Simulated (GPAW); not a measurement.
Set up this calculation in GPAW 26.7.0, as a Python script.

| Quantity | Value |
| --- | --- |
| Task | single point from a typed occupation |
| Functional | PBEsol |
| Potentials or basis | PAW data sets generated in the run's folder for this functional |
| Cutoff | 600 eV |
| Basis | pw |
| k mesh | 7 × 7 × 7 |
| Occupations | gaussian, width 0.05 eV |
| Spin | collinear spin, zero start |
| Starting moments | [0.0, 0.0] μB |
| Hubbard terms | Ta d U = 6 eV |
| Maxiter | 120 |
| start of the occupation matrix | low_spin_xy_yz_xz_first |
| cycles with the matrix held | 8 |
| Convergence | density=0.0001 energy=1e-05 |
| Symmetry | point_group=False |

The structure of TaN lies in POSCAR:

```
TaN
1.0
    0.0000000000      2.4911437700      2.4911437700
    2.4911437700      0.0000000000      2.4911437700
    2.4911437700      2.4911437700      0.0000000000
Ta N
1 1
Direct
    0.0000000000      0.0000000000      0.0000000000
    0.2500000000      0.2500000000      0.2500000000
```

The cell comes from a database or a generator and needn't be the stable form of this composition.

One way to write it, as run:

run.py

```python
import numpy as np
from ase.io import read
from ase.units import Ha
from gpaw import PW, setup_paths
from gpaw.dft import DFT
from gpaw.hubbard import aoom

setup_paths.insert(0, '.')

atoms = read('POSCAR')
atoms.set_initial_magnetic_moments([0.0, 0.0])

def hold(setup, l, U, n_smm):
    """Build the Hubbard potential of this atom from a typed occupation matrix."""
    free = setup.hubbard_u.calculate

    def calculate(setup, D_sii):
        energy, dH_sii = free(setup, D_sii)
        m = 2 * l + 1
        first = np.cumsum([0] + [2 * x + 1 for x in setup.l_j])
        blocks = [slice(first[j], first[j] + m) for j, x in enumerate(setup.l_j) if x == l]
        for s, n_mm in enumerate(n_smm):
            _, V_ii = aoom(D_sii[s], l, setup.l_j, setup.n_j, setup.N0_q)
            for i1 in blocks:
                for i2 in blocks:
                    V_ii[i1, i2] *= U / Ha / 2 * (np.eye(m) - 2 * np.array(n_mm))
            dH_sii[s] = V_ii
        return energy, dH_sii

    setup.hubbard_u.calculate = calculate
    return free

# occupation matrices [spin][m][m'] in real spherical harmonics, m = -l ... l
start = {
    0: [[[1.0, 0.0, 0.0, 0.0, 0.0],
         [0.0, 0.0, 0.0, 0.0, 0.0],
         [0.0, 0.0, 0.0, 0.0, 0.0],
         [0.0, 0.0, 0.0, 0.0, 0.0],
         [0.0, 0.0, 0.0, 0.0, 0.0]],
        [[1.0, 0.0, 0.0, 0.0, 0.0],
         [0.0, 0.0, 0.0, 0.0, 0.0],
         [0.0, 0.0, 0.0, 0.0, 0.0],
         [0.0, 0.0, 0.0, 0.0, 0.0],
         [0.0, 0.0, 0.0, 0.0, 0.0]]],
}

dft = DFT(atoms,
          mode=PW(600),
          xc='PBEsol',
          kpts={'size': (7, 7, 7), 'gamma': True},
          occupations={'name': 'methfessel-paxton', 'order': 0, 'width': 0.05},
          setups={0: ':d,6.0'},
          nbands=21,
          convergence={'density': 0.0001, 'energy': 1e-05},
          maxiter=120,
          spinpol=True,
          symmetry={'point_group': False},
          converge=False,
          txt='gpaw.txt')
free = {a: hold(dft.setups[a], l, 6, start[a]) for a, l in {0: 2}.items()}
dft.converge(steps=8)
for a, calculate in free.items():
    dft.setups[a].hubbard_u.calculate = calculate
dft.converge()
print(f'Energy: {dft.calculate_energy():.6f} eV')
print('Forces (eV/A):')
print(dft.calculate_forces().round(4))
print('Stress (eV/A^3):', dft.calculate_stress().round(6))
print('Moments:', dft.magmoms()[1][:, 2].round(3))
dft.write_converged()
dft.write_gpw_file('gs.gpw')
for a, l in {0: 2}.items():
    setup = dft.setups[a]
    for s, D_ii in enumerate(dft.density.D_asii[a]):
        n_mm = aoom(D_ii, l, setup.l_j, setup.n_j, setup.N0_q)[0]
        print(f'atom {a} spin {s} trace {n_mm.trace():.4f} eigenvalues', *np.linalg.eigvalsh(n_mm).round(3))
        np.savetxt(f'occupation-{a}-{s}.dat', n_mm, fmt='%8.4f')
```

Potentials or basis: PAW data sets generated in the run's folder for this functional, pw.

Run with:

```sh
$ gpaw-setup -f PBEsol N Ta
$ OMP_NUM_THREADS=1 python run.py
```

Results of the run:

```json
{"Pressure": "-25.2 GPa", "Band gap on the k mesh": "none (metal or under the smearing width)", "Net moment": "0.00 μB per cell"}
```

Caveat: the cutoff is short for stress and forces, so pressures can be off by a GPa or more; the occupation matrix was held by a function in the script for the first cycles and then freed; the end state hangs on it.

Run time: 19 min on 1 thread of Intel(R) Xeon(R) Processor @ 2.50GHz (Skylake/Cascade Lake), with other jobs on the host, peak memory 0.31 GiB.
